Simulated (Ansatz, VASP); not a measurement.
## Tl in VASP and in Ansatz

```
CELL_PARAMETERS angstrom
3.08421 0.00000 0.00000
0.00000 3.08421 0.00000
0.00000 0.00000 3.08421
ATOMIC_POSITIONS crystal
Tl 0.00000 0.00000 0.00000
```

Alike in both runs: task single point; functional LDA; k mesh 10 × 10 × 10; occupations fermi-dirac, width 0.1 eV; non-collinear spin, spin-orbit coupling.

|  | VASP | Ansatz |
| --- | --- | --- |
| version | VASP 6.6.1 | Ansatz 0.2.0 |
| potentials or method | VASP PAW LDA potentials, release 64 (Tl_d) | plane waves (420 eV) with PAW, fully relativistic with spin-orbit coupling |
| plane-wave cutoff (eV) | 520 | 420 |
| valence electrons in the cell | 13 | 13 |

```csv
,VASP,Ansatz,Ansatz less VASP
net moment per atom (μB),0.00,0.00,0.000
```

Ansatz warned: «pseudo_functional_mismatch».
